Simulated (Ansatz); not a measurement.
The system is CsH.

```
Cs H
1.0
     3.81841    0.00000    0.00000
     0.00000    3.81841    0.00000
     0.00000    0.00000    3.81841
Cs H
1 1
Cartesian
  0.0000 0.0000 0.0000
  1.9092 1.9092 1.9092
```

The cell comes from a database or a generator and needn't be the stable form of this composition.

Base run:

| Property | Result |
| --- | --- |
| Program | Ansatz 0.2.0 |
| Functional | HSE(alpha, omega) |
| Potentials or basis | all-electron PAW datasets made for the crystal |
| Cutoff | 340 eV |
| Density cutoff | 1360 eV |
| k mesh | 4 × 4 × 4 |
| Occupations | fermi-dirac, width 0.05 eV |
| Spin | no spin polarisation |

Its results: band gap on the k mesh 3.40 eV, indirect (least direct gap 3.46 eV).

Problem. The run is repeated on the same cell with these changes: screening of exact exchange from 0.3 1/A to 0.1 1/A. What comes out?

Solution. Band gap on the k mesh 3.93 eV, indirect (least direct gap 3.98 eV).

Caveats: spin-orbit coupling is left out, which moves the levels of the heavy elements.

A k mesh can miss the band edges.

Not every run made on this cell is shown here.
